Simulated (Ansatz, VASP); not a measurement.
C: VASP beside Ansatz

```
CELL_PARAMETERS angstrom
0.00000 1.94889 3.98793
1.12517 0.00000 3.98793
1.12517 1.94889 0.00000
ATOMIC_POSITIONS crystal
C 0.16667 0.83333 0.16667
C 0.83333 0.16667 0.83333
```

Alike in both runs: task single point; functional PBEsol; k mesh 14 × 14 × 14; occupations gaussian, width 0.05 eV; no spin polarisation.

|  | VASP | Ansatz |
| --- | --- | --- |
| version | VASP 6.6.1 | Ansatz 0.2.0 |
| potentials or method | VASP PAW PBE potentials, release 64 (C) | scalar-relativistic, plane waves, PAW |
| plane-wave cutoff (eV) | 520 | 420 |
| valence electrons in the cell | 8 | 8 |

```csv
,VASP,Ansatz,Ansatz less VASP
gap on the k mesh at the Fermi level (eV),1.25,1.25,+0.001
least direct gap on the mesh (eV),1.33,1.33,+0.001
```
